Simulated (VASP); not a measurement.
# BiTe (R-3m) in VASP: single point with PBE

Aim: the single point of BiTe with PBE.

Program: VASP 6.6.1. These are calculated values, not measurements. Logs are shortened: lines on timing, memory, paths and dates and some standing lists are left out, and cuts for length are marked.

## (1) The structure

It takes space group R-3m (No. 166, trigonal). The conventional cell has a = 4.845 Å, b = 4.845 Å, c = 9.952 Å, α = 90.00°, β = 90.00°, γ = 120.00°. Around Bi (site symmetry -3m) lie 6 Te at 3.25 Å. Around Te (site symmetry -3m) lie 6 Bi at 3.25 Å.

The cell comes from a database or a generator and needn't be the stable form of this composition.

## (2) Single point, PBE

INCAR reads:

```
ALGO = Normal
EDIFF = 1E-6
ENCUT = 520
GGA = PE
ISIF = 2
ISMEAR = 0
LASPH = True
LCHARG = True
LELF = True
LREAL = False
LVHAR = True
LWAVE = False
NBANDS = 18
NELM = 80
PREC = Accurate
SIGMA = 0.1
```

KPOINTS reads:

```
k-points
0
Gamma
  6 6 6
```

POSCAR reads:

```
BiTe
1.0
    2.4227077728      1.3987509848      3.3172919545
   -2.4227077728      1.3987509848      3.3172919545
    0.0000000000     -2.7975019696      3.3172919545
Bi Te
1 1
Direct
    0.5000000000      0.5000000000      0.5000000000
    0.0000000000      0.0000000000      0.0000000000
```

Potentials or basis: VASP PAW PBE potentials, release 64 (Bi_d, Te).

Started as:

```
cat potpaw_PBE.64/Bi_d/POTCAR potpaw_PBE.64/Te/POTCAR > POTCAR
mpirun -np 1 vasp_std > vasp.out
```

OUTCAR:

```text
EDIFF = 1E-6
   ENCUT = 520
   GGA = PE
   ISIF = 2
   ISMEAR = 0
   LASPH = True
   LREAL = False
   NELM = 80
   PREC = Accurate

 ion  position               nearest neighbor table
   1  0.500  0.500  0.500-   2 3.25   2 3.25   2 3.25   2 3.25   2 3.25   2 3.25
   2  0.000  0.000  0.000-   1 3.25   1 3.25   1 3.25   1 3.25   1 3.25   1 3.25

  LATTYP: Found a trigonal (rhomboedric) cell.
 ALAT       =     4.3394058558
 COS(alpha) =     0.3765932224

  Lattice vectors:

 A1 = (   2.4227077728,   1.3987509848,   3.3172919545)
 A2 = (  -2.4227077728,   1.3987509848,   3.3172919545)
 A3 = (   0.0000000000,  -2.7975019696,   3.3172919545)

Analysis of symmetry for initial positions (statically):
=====================================================================
 Subroutine PRICEL returns:
 Original cell was already a primitive cell.

 Routine SETGRP: Setting up the symmetry group for a
 trigonal (rhombohedral) supercell.

 Subroutine GETGRP returns: Found 12 space group operations
 (whereof 12 operations were pure point group operations)
 out of a pool of 12 trial point group operations.

The static configuration has the point symmetry D_3d.

Analysis of symmetry for dynamics (positions and initial velocities):
=====================================================================
 Subroutine PRICEL returns:
 Original cell was already a primitive cell.

 Routine SETGRP: Setting up the symmetry group for a
 trigonal (rhombohedral) supercell.

 Subroutine GETGRP returns: Found 12 space group operations
 (whereof 12 operations were pure point group operations)
 out of a pool of 12 trial point group operations.

The dynamic configuration has the point symmetry D_3d.

 Subroutine INISYM returns: Found 12 space group operations
 (whereof 12 operations are pure point group operations),
 and found     1 'primitive' translations

----------------------------------------------------------------------------------------

                                     Primitive cell

  volume of cell :      67.4491

  direct lattice vectors                    reciprocal lattice vectors
     2.422707773  1.398750985  3.317291954     0.206380648  0.119153923  0.100483568
    -2.422707773  1.398750985  3.317291954    -0.206380648  0.119153923  0.100483568
     0.000000000 -2.797501970  3.317291954     0.000000000 -0.238307845  0.100483568

  length of vectors
     4.339405856  4.339405856  4.339405856     0.258626326  0.258626326  0.258626326

  position of ions in fractional coordinates (direct lattice)
     0.500000000  0.500000000  0.500000000
[... 78 lines left out ...]
   EDIFF  = 0.1E-05   stopping-criterion for ELM
   LREAL  =      F    real-space projection
   EDIFFG = 0.1E-04   stopping-criterion for IOM
   NSW    =      0    number of steps for IOM
   IBRION =     -1    ionic relax: 0-MD 1-quasi-New 2-CG
   NFREE  =      0    steps in history (QN), initial steepest desc. (CG)
   ISIF   =      2    stress and relaxation
   ISYM   =      2    0-nonsym 1-usesym 2-fastsym
   POTIM  = 0.5000    time-step for ionic-motion
   TEBEG  =    0.0;   TEEND  =   0.0 temperature during run
   PSTRESS=    0.0 pullay stress
   NELECT =      21.0000    total number of electrons
   NUPDOWN=      -1.0000    fix difference up-down
   EMIN   =  10.00;   EMAX   =-10.00  energy-range for DOS
   EFERMI =   0.00;   METHOD = LEGACY
   ISMEAR =     0;   SIGMA  =   0.10  broadening in eV -4-tet -1-fermi 0-gaus
   EFERMI_NEDOS =   21; number of points for ismear=-14 and -15
   IALGO  =     38    algorithm
   IMIX   =      4    mixing-type and parameters
     AMIX     =   0.40;   BMIX     =  1.00
     AMIX_MAG =   1.60;   BMIX_MAG =  1.00
  volume/ion in A,a.u.               =      33.72       227.58
  Fermi-wavevector in a.u.,A,eV,Ry     =   1.109573  2.096789 16.750837  1.231152
  Thomas-Fermi vector in A             =   2.246114
   LORBIT       =      0    0 simple, 1 ext, 2 COOP (PROOUT), +10 PAW based schemes
   GGA     = PE    functional components
   LHFCALC =     F    Hartree Fock is set to
   AEXX    =    0.0000 exact exchange contribution
   IVDW    =     0    specifies the selected vdW correction
   LEPSILON=     F    determine dielectric tensor
   LRPA    =     F    only Hartree local field effects (RPA)
 non-spin polarized calculation
 Gauss-broadening in eV      SIGMA  =   0.10
  energy-cutoff  :      520.00
  volume of cell :       67.45
 maximum number of plane-waves:      1832
   NGX = 17   NGY = 17   NGZ = 17

 number of electron      20.9999996 magnetization

 Free energy of the ion-electron system (eV)
  ---------------------------------------------------
  ext. energy  EPLUGINS =         0.00000000
  ---------------------------------------------------
  free energy    TOTEN  =        -7.18645304 eV

  energy without entropy =       -7.18055914  energy(sigma->0) =       -7.18350609

 E-fermi :   6.6397     XC(G=0):  -9.4783

 val. band max:        6.6305926234   @ k =   0.5000   0.3333   0.1667
 cond. band min:       6.6762491637   @ k =   0.3333   0.3333   0.1667
 fundamental gap:      0.0456565403
 Fermi energy:         6.6397300914

 k-point     1 :       0.0000    0.0000    0.0000
  band No.  band energies     occupation
      1     -16.5592      2.00000
      2     -16.5592      2.00000
      3     -16.5464      2.00000
      4     -16.5464      2.00000
      5     -16.5318      2.00000
      6      -6.8128      2.00000
[... 481 lines left out ...]
      5     -16.5289      2.00000
      6      -4.7235      2.00000
[... 10 lines left out ...]
     17      16.1590      0.00000
     18      17.4587      0.00000

 [... further k-points ...]

------------------------ aborting loop because EDIFF is reached ----------------------------------------

  FORCE on cell =-STRESS in cart. coord.  units (eV):
  Direction    XX          YY          ZZ          XY          YZ          ZX
  --------------------------------------------------------------------------------------
  -------------------------------------------------------------------------------------
  Total       -0.0236605     -0.0236605     -0.1243056      0.0000000     -0.0000000      0.0000000
  in kB       -0.5620277     -0.5620277     -2.9527378      0.0000000     -0.0000000      0.0000000
  external PRESSURE =      -1.3589311 kB  Pullay stress =       0.0000000 kB

 VOLUME and BASIS-vectors are now :
 -----------------------------------------------------------------------------
  energy-cutoff  :      520.00
  volume of cell :       67.45
      direct lattice vectors                 reciprocal lattice vectors
     2.422707773  1.398750985  3.317291954     0.206380648  0.119153923  0.100483568
    -2.422707773  1.398750985  3.317291954    -0.206380648  0.119153923  0.100483568
     0.000000000 -2.797501970  3.317291954     0.000000000 -0.238307845  0.100483568

 POSITION                                       TOTAL-FORCE (eV/Angst)
 -----------------------------------------------------------------------------------
      0.00000      0.00000      4.97594        -0.000000     -0.000000     -0.000000
      0.00000      0.00000      0.00000         0.000000      0.000000      0.000000
 -----------------------------------------------------------------------------------
    total drift:                               -0.000000      0.000000     -0.000000

  FREE ENERGIE OF THE ION-ELECTRON SYSTEM (eV)
  ---------------------------------------------------
  free  energy   TOTEN  =        -7.1864530381 eV

  energy  without entropy=       -7.1805591425  energy(sigma->0) =       -7.18350609
```

OSZICAR:

```text
N       E                     dE             d eps       ncg     rms          rms(c)
DAV:   1     0.159523793971E+03    0.15952E+03   -0.98685E+03  1152   0.112E+03
DAV:   2     0.506745561995E+01   -0.15446E+03   -0.15080E+03  1220   0.310E+02
DAV:   3    -0.688006241565E+01   -0.11948E+02   -0.11803E+02  1410   0.889E+01
DAV:   4    -0.721409379352E+01   -0.33403E+00   -0.33374E+00  1474   0.159E+01
DAV:   5    -0.722632230678E+01   -0.12229E-01   -0.12228E-01  1526   0.282E+00    0.577E+00
DAV:   6    -0.718269693162E+01    0.43625E-01   -0.14290E-01  1602   0.223E+00    0.358E+00
DAV:   7    -0.718633492033E+01   -0.36380E-02   -0.33300E-02  1380   0.904E-01    0.751E-01
DAV:   8    -0.718632664655E+01    0.82738E-05   -0.47073E-03  1422   0.464E-01    0.141E-01
DAV:   9    -0.718645272840E+01   -0.12608E-03   -0.47525E-04  1332   0.133E-01    0.518E-02
DAV:  10    -0.718645333352E+01   -0.60512E-06   -0.23489E-05  1530   0.286E-02    0.311E-02
DAV:  11    -0.718645354224E+01   -0.20871E-06   -0.18381E-05  1368   0.322E-02    0.489E-03
DAV:  12    -0.718645303810E+01    0.50414E-06   -0.35329E-06  1238   0.152E-02
   1 F= -.71864530E+01 E0= -.71835061E+01  d E =-.589390E-02
```

stdout:

```text
POSCAR found type information on POSCAR BiTe
 POSCAR found :  2 types and       2 ions
 scaLAPACK will be used
 LDA part: xc-table for (Slater+PW92), standard interpolation
 POSCAR, INCAR and KPOINTS ok, starting setup
 FFT: planning ... GRIDC
 FFT: planning ... GRID_SOFT
 FFT: planning ... GRID
 WAVECAR not read
 entering main loop
```

Run time: 24 s. Hardware: 1 thread of Intel Xeon Platinum 8488C (Sapphire Rapids), shared host; peak memory 0.19 GiB.

Results:

- Free energy: -7.1865 eV
- Pressure: -0.1 GPa
- Band gap on the k mesh: none (metal or under the smearing width)

Stress tensor (GPa, compression positive):
```
-0.06  0.00  0.00
 0.00 -0.06  0.00
 0.00  0.00 -0.30
```

Caveat: spin-orbit coupling is left out, which moves the levels of the heavy elements.
